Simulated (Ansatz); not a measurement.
A series in volume scale on PbSe

All results are calculated (Ansatz 0.2.0). Periodic Kohn-Sham DFT of a crystal at fixed atoms, scaled to volume_scale times the given cell; pressure positive in compression, energy less spherical unpolarised free atoms, largest_vzz the field gradient of largest size among the nuclei.

The cell before it is scaled or strained (space group Fm-3m, No. 225):
```
CELL_PARAMETERS angstrom
0.00000 3.06210 3.06210
3.06210 0.00000 3.06210
3.06210 3.06210 0.00000
ATOMIC_POSITIONS crystal
Pb 0.00000 0.00000 0.00000
Se 0.50000 0.50000 0.50000
```

Settings of every row: method all-electron LAPW; functional PBE; relativity scalar; k mesh 9x9x9; filling fermi-dirac; smearing width 0.01 eV; basis error target 0.25 meV/atom; nucleus gaussian.

Atom start moment: 0 on all atoms.

Limits: no spin-orbit coupling on heavy atoms; small gap, it may come from the mesh.

| row | volume scale | V (Å³/atom) | energy less free atoms (eV/atom) | pressure (GPa) |
| --- | --- | --- | --- | --- |
| 1 | 0.94 | 26.989 | -4.0345 | 6.312 |
| 2 | 0.96 | 27.563 | -4.0545 | 4.845 |
| 3 | 0.98 | 28.14 | -4.0694 | 3.524 |
| 4 | 0.99 | 28.425 | -4.0752 | 2.913 |
| 5 | 1 | 28.713 | -4.0799 | 2.332 |
| 6 | 1.01 | 29.002 | -4.0836 | 1.781 |
| 7 | 1.02 | 29.289 | -4.0863 | 1.257 |
| 8 | 1.04 | 29.863 | -4.089 | 0.288 |
| 9 | 1.06 | 30.434 | ? | ? |

Question: what energy less free atoms and pressure should row 9 give?

Worked fit of energy less free atoms. Take u = (V_r/V)^(2/3) − 1 with V_r = 28.569 Å³ an atom, which is twice the finite (Eulerian) strain; such expansions in the strain, on which the Birch-Murnaghan equation of state is built, carry the rest volume and the bulk modulus. The shown rows have u = 0.03866, 0.02419, 0.01014, 0.00337, -0.00335, -0.00998, -0.01646, -0.0291. Least squares give energy less free atoms = −4.07767 + 0.7012 × u + 10.728 × u² eV/atom; a straight line predicts inner rows, each left out in turn, worse (root mean square 0.0037 against 5.1e-05 eV/atom). The rows lie off it by 0.0000, -0.0001, 0.0001, 0.0000, 0.0000, 0.0000, 0.0000, 0.0000. The withheld row has u = -0.04128, so the fit gives −4.07767 + 0.7012 × (-0.04128) + 10.728 × (-0.04128)² = -4.0883 eV/atom.

The calculation gave -4.0884 eV/atom. The fit lies 0.0001 eV/atom (0.18 % of the column's range) above it, one unit of the last digit. This row lies beyond the range of the fit.

Worked fit of pressure. Take u = (V_r/V)^(2/3) − 1 with V_r = 28.569 Å³ an atom, which is twice the finite (Eulerian) strain; such expansions in the strain, on which the Birch-Murnaghan equation of state is built, carry the rest volume and the bulk modulus. The shown rows have u = 0.03866, 0.02419, 0.01014, 0.00337, -0.00335, -0.00998, -0.01646, -0.0291. Least squares give pressure = 2.6202 + 86.667 × u + 226.73 × u² GPa; a straight line predicts inner rows, each left out in turn, worse (root mean square 0.078 against 0.0034 GPa). The rows lie off it by 0.002, -0.004, 0.002, -0.002, 0.000, 0.003, 0.002, -0.002. The withheld row has u = -0.04128, so the fit gives 2.6202 + 86.667 × (-0.04128) + 226.73 × (-0.04128)² = -0.571 GPa.

The calculation gave -0.586 GPa. The fit lies 0.015 GPa (2.6 % of the value, 0.22 % of the column's range) above it; its largest miss of a shown row is 0.004 GPa. This row lies beyond the range of the fit.
